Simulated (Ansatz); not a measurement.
Relativity in CaSe

```xyz
2
Lattice="0.0000 2.9560 2.9560 2.9560 0.0000 2.9560 2.9560 2.9560 0.0000" Properties=species:S:1:pos:R:3 pbc="T T T"
Ca    0.0000    0.0000    0.0000
Se    2.9560    2.9560    2.9560
```

Atoms are numbered in the order listed.

The cell is COD entry 1010880, as deposited and not checked against the literature; nothing was relaxed. It is an old determination, and later ones may differ.

One fixed cell is solved with PBE by full-potential LAPW in Ansatz 0.2.0 under different relativistic treatments. Pressure is positive in compression.

Sampling and basis: a Γ-centred 7×7×7 k mesh, Fermi–Dirac smearing of 0.02 eV, basis error target 0.25 meV/atom, no spin polarisation.

| setting | P (GPa) | gap over the k mesh and a high-symmetry path (eV) | lowest level at Γ above −25 eV, from the valence-band top or, without a gap, the Fermi level (eV) |
| --- | --- | --- | --- |
| scalar-relativistic | 1.17 | 2.03 | -20.75 |
| non-relativistic | 1.45 | 2.01 | -20.69 |
| with spin–orbit coupling | 1.17 | ? | ? |

Problem. Fill in "lowest level at Γ above −25 eV, from the valence-band top or, without a gap, the Fermi level (eV)" for the row "with spin–orbit coupling".

Solution. -21.14.

Problem. Fill in "gap over the k mesh and a high-symmetry path (eV)" for the row "with spin–orbit coupling".

Solution. 1.89.
